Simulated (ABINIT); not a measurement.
Crystal: SiC (Moissanite 6H).

```xyz
12
Lattice="3.0950 0.0000 0.0000 -1.5475 2.6803 0.0000 0.0000 0.0000 15.1700" Properties=species:S:1:pos:R:3 pbc="T T T"
Si    1.5475    0.8934    6.9524
Si    0.0000    1.7869   14.5374
Si    1.5475    0.8934   12.0101
Si    0.0000    1.7869    4.4251
Si    0.0000    0.0000    9.4812
Si    0.0000    0.0000    1.8962
C     1.5475    0.8934    5.0562
C     0.0000    1.7869   12.6412
C     1.5475    0.8934   10.1138
C     0.0000    1.7869    2.5288
C     0.0000    0.0000    7.5850
C     0.0000    0.0000    0.0000
```

Base run:

- Program: ABINIT 10.8.3 (patched build)
- Functional: PBE
- Potentials or basis: JTH PAW PBE v2.0
- Cutoff: 544 eV
- k mesh: 8 × 8 × 2
- Occupations: fermi-dirac, width 0.05 eV
- Spin: no spin polarisation

Its results: band gap on the k mesh 2.03 eV, indirect (least direct gap 3.14 eV); pressure -0.2 GPa; largest force 0.146 eV/Å.

The run is repeated on the same cell with these changes: functional from PBE to LDA; potentials or basis from JTH PAW PBE v2.0 to JTH PAW LDA v2.0. What comes out?

Band gap on the k mesh 1.98 eV, indirect (least direct gap 3.09 eV); pressure -7.5 GPa; largest force 0.145 eV/Å.

A k mesh can miss the band edges.

Not every run made on this cell is shown here.
